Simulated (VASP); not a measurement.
The system is Si23W (a cell with a defect).

```
W Si
1.0
     0.00000    8.15550    8.15550
     5.43700    0.00000    5.43700
     5.43700    5.43700    0.00000
W Si
1 23
Direct
  0.00000 0.00000 0.00000
  0.00000 0.00000 0.50000
  0.00000 0.50000 0.00000
  0.00000 0.50000 0.50000
  0.33333 0.00000 0.00000
  0.33333 0.00000 0.50000
  0.33333 0.50000 0.00000
  0.33333 0.50000 0.50000
  0.66667 0.00000 0.00000
  0.66667 0.00000 0.50000
  0.66667 0.50000 0.00000
  0.66667 0.50000 0.50000
  0.08333 0.12500 0.12500
  0.08333 0.12500 0.62500
  0.08333 0.62500 0.12500
  0.08333 0.62500 0.62500
  0.41667 0.12500 0.12500
  0.41667 0.12500 0.62500
  0.41667 0.62500 0.12500
  0.41667 0.62500 0.62500
  0.75000 0.12500 0.12500
  0.75000 0.12500 0.62500
  0.75000 0.62500 0.12500
  0.75000 0.62500 0.62500
```

Base run:

- Program: VASP 6.6.1
- Functional: PBEsol
- Potentials or basis: VASP PAW PBE potentials, release 64 (W_sv, Si)
- Cutoff: 350 eV
- k mesh: 2 × 3 × 3
- Occupations: gaussian, width 0.03 eV
- Spin: no spin polarisation
- Hubbard terms: W d U = 2 eV

Its results: band gap on the k mesh none (metal or under the smearing width); pressure 1.1 GPa; largest force 0.949 eV/Å.

Q: The run is repeated on the same cell with these changes: spin from no spin polarisation to collinear spin, ferromagnetic start; further incar settings from LREAL = Auto; ALGO = Normal; EDIFF = 1e-05; NBANDS = 71 to LREAL = Auto; ALGO = All; EDIFF = 1e-05; NBANDS = 75; ISYM = 0. What comes out?

A: Band gap on the k mesh 0.17 eV, indirect (least direct gap 0.23 eV); pressure 1.5 GPa; net moment 2.00 μB per cell; site moments W +1.24; Si +0.02, +0.01, -0.00, -0.02, +0.00 μB; largest force 1.318 eV/Å.

Caveats: the PAW data sets were made with another functional, which shifts forces and pressure a little; the U is typed as a test and isn't derived for this compound; U without spin polarisation on a metal has little footing (some runs); spin-orbit coupling is left out, which moves the levels of the heavy elements (some runs).

A k mesh can miss the band edges.
